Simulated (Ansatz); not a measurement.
**AlRu: under pressure**

An exercise on one series of results from a longer session: the logs are not shown, and one member is left open.

Program: Ansatz 0.2.0. Level of theory: DFT PBEsol, scalar-relativistic, plane waves, PAW. These are calculated values, not measurements.

1 further run of the same task is left out (set aside as unsound or not needed).

## The starting structure

It takes space group Pm-3m (No. 221, cubic). The conventional cell has a = 2.976 Å, b = 2.976 Å, c = 2.976 Å, α = 90.00°, β = 90.00°, γ = 90.00°. Around Al (site symmetry m-3m) lie 8 Ru at 2.58 Å. Around Ru (site symmetry m-3m) lie 8 Al at 2.58 Å.

As a file:

```cif
data_structure
_symmetry_space_group_name_H-M 'P 1'
_symmetry_Int_Tables_number 1
_cell_length_a 2.9763
_cell_length_b 2.9763
_cell_length_c 2.9763
_cell_angle_alpha 90.000
_cell_angle_beta 90.000
_cell_angle_gamma 90.000
_cell_volume 26.37
loop_
_atom_site_label
_atom_site_type_symbol
_atom_site_fract_x
_atom_site_fract_y
_atom_site_fract_z
_atom_site_occupancy
Al1 Al 0.00000 0.00000 0.00000 1
Ru1 Ru 0.50000 0.50000 0.50000 1
```

It goes back to an entry of the Materials Project, which need not be the stable form.

This cell was relaxed beforehand with the same method: volume 13.18 Å³/atom, gap on the mesh none (metal).

Set-up of the first run:

Input file input.yaml:

```yaml
crystal:
  lattice:
    - [2.9860160164, 0.0, 0.0]
    - [0.0, 2.9860160164, 0.0]
    - [0.0, 0.0, 2.9860160164]
  atoms:
    - { symbol: Al, position: [0.0, 0.0, 0.0] }
    - { symbol: Ru, position: [0.5, 0.5, 0.5] }
basis:
  ecutwfc: 420
kpoints:
  mp_grid: { grid: [14, 14, 14] }
hamiltonian:
  xc: pbesol
scf:
  occupations: { method: gaussian, width: 0.1 }
output:
  forces: true
  stress: true
  eigenvalues: true
relax:
  adjacent_minimum: "off"
  f_tol: 0.008
  max_steps: 50
  cell: { stress_tol: 0.08, p_target: -1.0 }
```

Started as:

```bash
$ ansatz run input.yaml --threads 1 --pin off --max-ram 2560MiB --backend cpu --events-out ev --progress --plain --runs-dir out
```

Steps of the session up to this table: -1 GPa; 1 GPa; Relaxing at 4 GPa; Relaxing at 12 GPa; 25 GPa; 50 GPa; 90 GPa.

One of the session's tables, all rows but one given; the rest of the session is left out.

Lengths are those of the vectors of the cell that was run:

| P (GPa) | V (Å³/atom) | a (Å) | b (Å) | c (Å) | ΔH (eV/atom) |
| --- | --- | --- | --- | --- | --- |
| -1 | 13.24 | 2.981 | 2.981 | 2.981 | -0.082 |
| 0 | 13.18 | 2.976 | 2.976 | 2.976 | 0.000 |
| 1 | ? | ? | ? | ? | ? |
| 4 | 12.95 | 2.959 | 2.959 | 2.959 | 0.326 |
| 12 | 12.55 | 2.928 | 2.928 | 2.928 | 0.962 |
| 25 | 12.01 | 2.885 | 2.885 | 2.885 | 1.958 |
| 50 | 11.22 | 2.821 | 2.821 | 2.821 | 3.767 |
| 90 | 10.34 | 2.745 | 2.745 | 2.745 | 6.451 |

**Question.** Estimate the row for P (GPa) = 1.

Worked estimate for «V (Å³/atom)». A straight line through the neighbours (0, 13.18) and (4, 12.95) gives 13.18 + (12.95 − 13.18) × (1 − 0) / (4 − 0) = 13.12; a parabola fitted to 4 rows on both sides gives 13.12.

**Answer.** V (Å³/atom): 13.12; a (Å): 2.972; b (Å): 2.972; c (Å): 2.972; ΔH (eV/atom): 0.082. In «V (Å³/atom)» the line misses by 0.00 and the parabola by 0.00.

ΔH is E + PV over the energy at zero pressure; a, b and c are the vectors of the computed cell. 

Caveats from the session: Other structures may take over in this range; these runs cannot find them.
